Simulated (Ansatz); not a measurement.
# La2O3 (P-62m) in Ansatz: Born charges and dielectric tensor with PBE

Aim: the Born charges and dielectric tensor of La2O3 with PBE.

All numbers are computed with Ansatz 0.2.0; they aren't measurements. Logs are shortened: lines on timing, memory, paths and dates and some standing lists are left out, and cuts for length are marked.

## 1. Starting point

Symmetry: P-62m, No. 189, hexagonal system. The conventional cell has a = 6.267 Å, b = 6.267 Å, c = 3.300 Å, α = 90.00°, β = 90.00°, γ = 120.00°. La (site symmetry -6) is surrounded by 6 O at 2.45 Å. O (site symmetry m2m) is surrounded by 4 La at 2.45 Å.

The cell comes from a database or a generator and needn't be the stable form of this composition.

## 2. Born charges and dielectric tensor, PBE

input.yaml

```yaml
crystal:
  lattice:
    - [6.2667802772, 0.0, 0.0]
    - [-3.1333901386, 5.42719092, 0.0]
    - [0.0, 0.0, 3.299766]
  atoms:
    - { symbol: La, position: [0.6666666667, 0.3333333333, 0.5] }
    - { symbol: La, position: [0.3333333333, 0.6666666667, 0.5] }
    - { symbol: O, position: [0.50801399, 0.0, 0.0] }
    - { symbol: O, position: [0.0, 0.50801399, 0.0] }
    - { symbol: O, position: [0.49198601, 0.49198601, 0.0] }
hamiltonian:
  xc: pbe
  pseudopotentials: { kind: paw }
kpoints:
  mp_grid: { grid: [4, 4, 8] }
scf:
  occupations: { method: fixed }
output:
  eigenvalues: true
dielectric:
  method: response
```

Potentials or basis: Ansatz PAW.

The run is started by

```sh
$ ansatz run input.yaml --threads 2 --pin off --max-ram 5632MiB --backend cpu --events-out ev --progress --plain --runs-dir out
```

What it wrote:

```text
Warning: RAYON_NUM_THREADS=2 ignored (pool sized by the plan → 2); use --threads N
Engine: ansatz 0.2.0, x86_64-unknown-linux-gnu
Pseudopotentials: kind: paw
Pseudopotential: La, paw, valence charge 11, recommended cutoff 420 eV (normal), La.paw.azcp
Pseudopotential: O, paw, valence charge 6, recommended cutoff 420 eV (normal), O.paw.azcp
Functional definition: PBE
  parameter kappa = 0.804
  parameter beta = 0.06672455060314922
  exchange = pbe_x(kappa = kappa, mu = beta*pi^2/3)
  correlation = pbe_c(beta = beta)
Crystal: 5 atoms, lattice volume = 112.228 Å³
Basis set: ecut = 420 eV, 2207 PW (Γ), exchange–correlation on 90×90×48 points (8 copies of the dense FFT grid, shifted against one another)
Bands: 25, of which v1, the nominal top of the filled ones, is band 20 counted from 1 (19 counted from 0)
Symmetry: 12 space group operations
k-points: 44 of 128 (irreducible under 2 space group operations, time reversal used)
Non-local potential: La, projectors of the file, l = 0: 3, l = 1: 2, l = 2: 2, l = 3: 3
Non-local potential: O, projectors of the file, l = 0: 2, l = 1: 2, l = 2: 1
PAW form: soft (Blöchl's): semilocal exchange-correlation on the pseudo side does not see the compensation charge
PAW one-centre angular grid: La, 590 points (default); XC on 64 Gauss nodes
PAW one-centre angular grid: O, 110 points (default); XC on 64 Gauss nodes
Initial density: superposition of atomic densities (neutral atoms: chi_scale 0, normalization atom), corrected by the library's trained network
Initial wavefunctions: pseudopotential atomic-orbital guess
Functional: x = pbe(κ = 0.804, μ = 0.2195149727645171), c = pbe(β = 0.06672455060314922)
SCF iter   1: F=—  HF=-14210.971371 eV  |F-HF|=—  |Δ(HF+E_count)|=         —  Δρ=3.32e-3  dr2=1.22e-2  ethr=1.77e-3  ⟨swp⟩=6.2  Hψ=5137  notcnv=0  defer=91
preconditioner: auto → Resta (q_TF=auto, 2.297 Å⁻¹)  ε∞=3.9  [insulator: Δε(μ)=1.530 eV  Ē_g=12.275 eV  n_scr=26 (ndim 8)  ℏωp=21.0 eV  f_vac=0.249  ε∞_Penn≈3.9]
SCF iter   2: F=—  HF=-14210.976561 eV  |F-HF|=—  |Δ(HF+E_count)|=   5.19e-3  Δρ=2.07e-3  dr2=4.83e-3  ethr=3.05e-5  ⟨swp⟩=4.3  Hψ=2358  notcnv=0  defer=131
SCF iter   3: F=—  HF=-14210.979871 eV  |F-HF|=—  |Δ(HF+E_count)|=   3.31e-3  Δρ=1.11e-3  dr2=1.91e-3  ethr=1.21e-5  ⟨swp⟩=3.4  Hψ=1633  notcnv=0  defer=132
SCF iter   4: F=—  HF=-14210.983635 eV  |F-HF|=—  |Δ(HF+E_count)|=   3.76e-3  Δρ=2.48e-4  dr2=1.36e-4  ethr=4.78e-6  ⟨swp⟩=6.1  Hψ=2209  notcnv=0  defer=130
SCF iter   5: F=—  HF=-14210.984122 eV  |F-HF|=—  |Δ(HF+E_count)|=   4.87e-4  Δρ=1.18e-4  dr2=1.43e-5  ethr=3.40e-7  ⟨swp⟩=4.0  Hψ=1970  notcnv=0  defer=110
SCF iter   6: F=—  HF=-14210.984128 eV  |F-HF|=—  |Δ(HF+E_count)|=   5.50e-6  Δρ=2.38e-5  dr2=1.06e-6  ethr=3.57e-8  ⟨swp⟩=2.0  Hψ=1628  notcnv=0  defer=101
SCF iter   7: F=—  HF=-14210.984127 eV  |F-HF|=—  |Δ(HF+E_count)|=   7.43e-7  Δρ=9.01e-6  dr2=1.00e-7  ethr=2.66e-9  ⟨swp⟩=2.2  Hψ=1742  notcnv=0  defer=85
SCF iter   8: F=—  HF=-14210.984127 eV  |F-HF|=—  |Δ(HF+E_count)|=   3.56e-9  Δρ=1.04e-6  dr2=1.60e-9  ethr=2.51e-10  ⟨swp⟩=2.6  Hψ=1898  notcnv=0  defer=85
SCF iter   9: F=-14210.984127 eV  HF=-14210.984127 eV  |F-HF|=2.16e-10  |Δ(HF+E_count)|=   3.39e-9  Δρ=1.91e-7  dr2=5.69e-11  ethr=1.00e-12  ⟨swp⟩=14.2  Hψ=5803  notcnv=0
SCF 1 converged in 9 iterations: F = -14210.984127 eV  dr2 = 5.69e-11
NSCF: frozen V_eff on 2 k-points
DFPT response loops at Γ: preconditioner auto → none (the input reference at scf.mixing.eps_inf says where Resta's filter doesn't serve); β = 0.50; Broyden in place of MSR1
── the response to a field inside a basis, on 4×4×8 k-points: an SCF that follows is theirs, and a resumed run solves both again ──
Bands: 21, of which v1, the nominal top of the filled ones, is band 20 counted from 1 (19 counted from 0)
k-points: 24 of 128 (irreducible under 4 space group operations, time reversal used)
Initial density: handed on by an earlier stage of this run
Initial wavefunctions: pseudopotential atomic-orbital guess (no wavefunctions were taken with the density)
Eigensolver: Dense (24 Hₖ)
SCF iter   1: F=—  HF=-14210.976877 eV  |F-HF|=—  |Δ(HF+E_count)|=         —  Δρ=2.82e-4  dr2=2.04e-5  ethr=1.00e-1
preconditioner: auto → Resta (q_TF=auto, 2.297 Å⁻¹)  ε∞=4.3  [insulator: Δε(μ)=1.929 eV  Ē_g=11.529 eV  n_scr=26 (ndim 8)  ℏωp=21.0 eV  f_vac=0.246  ε∞_Penn≈4.3]
SCF iter   2: F=—  HF=-14210.976878 eV  |F-HF|=—  |Δ(HF+E_count)|=   1.24e-6  Δρ=1.19e-4  dr2=1.01e-5  ethr=5.10e-8
SCF iter   3: F=—  HF=-14210.976878 eV  |F-HF|=—  |Δ(HF+E_count)|=   1.24e-7  Δρ=6.90e-5  dr2=1.12e-6  ethr=2.52e-8
SCF iter   4: F=-14210.976879 eV  HF=-14210.976879 eV  |F-HF|=1.80e-8  |Δ(HF+E_count)|=   3.19e-7  Δρ=3.95e-6  dr2=3.69e-8  ethr=2.81e-9
SCF 1 converged in 4 iterations: F = -14210.976879 eV  dr2 = 3.69e-8
DFPT response loops at Γ: mixed as the last ones told, above
SCF converged after 9 iterations
Free energy (F): -14210.984127 eV
Harris-Foulkes:  -14210.984127 eV  (|F-HF|=2.16e-10)
Internal energy: -14210.984127 eV  (E = F + TS)
E sigma→0 (E₀):  -14210.984127 eV
Fermi energy:    6.140753 eV
--- Per-component energies (eV) ---
  E_band       = -170.111811
  E_kinetic    = 912.932982
  E_local      = -2761.116914  (includes V_loc(G=0)·N_el)
  E_nonlocal   = 336.693097
  E_hartree    = 1079.174436
  E_xc         = -503.297521
  E_vxc        = -581.626635  (∫ρ·V_xc dr)
  E_paw        = -11307.887421  (= ΣΔE_a)
  E_vpaw       = -235.350216  (= ΣTr[D̂ρ^β])
  E_aug_tail   = 0.007181  (compensation charges beyond the density's cutoff)
  E_ewald      = -1967.489967
  E_smearing   = -0.000000  (= −TS)
  E_closure    = 0.000000  (closes the sum)
  Σ components = -14210.984127   (vs F -14210.984127, Δ=0.00e0)
--- Band table (eV; the first three rows and the last of 44) ---
  k-point 0: bands = ["-24.4072", "-24.1819", "-11.3687", "-11.3687", "-9.7405", "-7.9330", "-7.9330", "-7.2373", "-6.8685", "-6.1726", "-6.1726", "2.8550", "3.8761", "3.8761", "4.1912", "4.1912", "5.1125", "5.1125", "5.4058", "5.6216", "7.6705", "9.5952", "10.0875", "10.0875", "10.8253"]
  k-point 1: bands = ["-24.3606", "-24.1427", "-11.2368", "-11.2368", "-10.2137", "-7.8728", "-7.8728", "-7.2891", "-6.8977", "-6.4287", "-6.4287", "3.4414", "3.9721", "3.9721", "4.2359", "4.2359", "4.8146", "4.8146", "5.2387", "5.4590", "8.0800", "9.8030", "10.1988", "10.1988", "10.7721"]
  k-point 2: bands = ["-24.2446", "-24.0459", "-11.0854", "-10.8587", "-10.8587", "-8.1654", "-7.7217", "-7.7217", "-7.0923", "-7.0923", "-6.3304", "3.8968", "3.8968", "4.2292", "4.2292", "4.4557", "4.6198", "4.6198", "4.6923", "5.5906", "9.0037", "10.1955", "10.4073", "10.4073", "10.6357"]
  k-point 43: bands = ["-24.2896", "-24.2170", "-11.2565", "-10.9149", "-10.5674", "-7.8045", "-7.7767", "-7.6211", "-6.5771", "-6.5018", "-6.4333", "3.5330", "3.5828", "3.9656", "4.3395", "4.4327", "4.8570", "4.9319", "4.9385", "5.2583", "9.0887", "9.8827", "10.2584", "10.4804", "10.6819"]
--- Dielectric response (ions clamped): 3 representative field directions + reference, inside a basis on a mesh of 128 k-points (Σ response iterations 15) ---
  ε∞ (high-frequency dielectric tensor):
        3.407923     0.000000     0.000000
        0.000000     3.407923     0.000000
        0.000000     0.000000     4.344712
  Born effective charges Z* (e; rows j = field, columns β = displacement):
    site 0:
         3.47414    0.03432    0.00000
        -0.03432    3.47414    0.00000
         0.00000    0.00000    5.05225
    site 1:
         3.47414   -0.03432    0.00000
         0.03432    3.47414    0.00000
         0.00000    0.00000    5.05225
    site 2:
        -0.83154   -0.00000    0.00000
         0.00000   -3.80065    0.00000
         0.00000    0.00000   -3.36817
    site 3:
        -3.05837   -1.28567    0.00000
        -1.28567   -1.57381    0.00000
         0.00000    0.00000   -3.36817
    site 4:
        -3.05837    1.28567    0.00000
         1.28567   -1.57381    0.00000
         0.00000    0.00000   -3.36817
  Z* charge neutrality: 5.198e-3 e pre-enforcement
  solved inside a basis spanned on kpoints, on 4×4×8 k-points, its susceptibility summed on 8×8×12: ε∞ is read to err by 1.3e-2, Z* by 2.1e-2 e (field_mesh: kpoints solves on kpoints); Z* is corrected for what the basis lacks
```

Wall time 88 s (2 threads of Intel Xeon at 2.70GHz, shared host); peak memory 0.9 GiB.

What came out:

* Free energy: -14210.9841 eV
* Band gap on the k mesh: 1.53 eV, indirect (least direct gap 2.05 eV)
* Electronic dielectric tensor (diagonal): 3.41, 3.41, 4.34
* Born charges (mean of the diagonal): La +4.00; O -2.67 e

Electronic dielectric tensor:
```
3.41 0.00 0.00
0.00 3.41 0.00
0.00 0.00 4.34
```

Born effective charge tensors (e):
atom 1, La
```
 3.47  0.03  0.00
-0.03  3.47  0.00
 0.00  0.00  5.05
```
atom 2, La
```
 3.47 -0.03  0.00
 0.03  3.47  0.00
 0.00  0.00  5.05
```
atom 3, O
```
-0.83  0.00  0.00
 0.00 -3.80  0.00
 0.00  0.00 -3.37
```
atom 4, O
```
-3.06 -1.29  0.00
-1.29 -1.57  0.00
 0.00  0.00 -3.37
```
atom 5, O
```
-3.06  1.29  0.00
 1.29 -1.57  0.00
 0.00  0.00 -3.37
```

Caveat: spin-orbit coupling is left out, which moves the levels of the heavy elements.
